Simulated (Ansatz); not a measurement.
# MnS (Browneite): the cost of one run

Method: DFT PBE, scalar-relativistic, plane waves, PAW, in Ansatz 0.2.0.

## (1) The system as given

It takes space group F-43m (No. 216, cubic). The conventional cell has a = 5.600 Å, b = 5.600 Å, c = 5.600 Å, α = 90.00°, β = 90.00°, γ = 90.00°. Around Mn (site symmetry -43m) lie 4 S at 2.42 Å. S (site symmetry -43m) has 4 Mn at 2.42 Å as nearest neighbours.

As a file:

```xyz
2
Lattice="0.0000 2.8000 2.8000 2.8000 0.0000 2.8000 2.8000 2.8000 0.0000" Properties=species:S:1:pos:R:3 pbc="T T T"
Mn    0.0000    0.0000    0.0000
S     1.4000    1.4000    1.4000
```

Starting moments: Mn 5.00 μB.

## (2) First run, at the start cell

input.yaml reads:

```yaml
crystal:
  lattice:
    - [0.0, 2.8, 2.8]
    - [2.8, 0.0, 2.8]
    - [2.8, 2.8, 0.0]
  atoms:
    - { symbol: Mn, position: [0.0, 0.0, 0.0], spin: 5.0 }
    - { symbol: S, position: [0.25, 0.25, 0.25] }
basis:
  ecutwfc: 420
  ecutrho_ratio: 4
kpoints:
  mp_grid: { grid: [10, 10, 10] }
hamiltonian:
  xc: pbe
scf:
  occupations: { method: gaussian, width: 0.05 }
output:
  forces: true
  stress: true
  eigenvalues: true
  populations: true
magnetization:
  spin_polarized: true
```

Started as:

```console
$ ansatz run input.yaml --threads 2 --pin off --max-ram 5120MiB --backend cpu --events-out ev --progress --plain --runs-dir out
```

What time and memory should one allow on 2 threads of INTEL XEON PLATINUM 8581C at 2.10GHz (Emerald Rapids), shared host?

About 3.8 s, with a peak of 0.42 GiB.
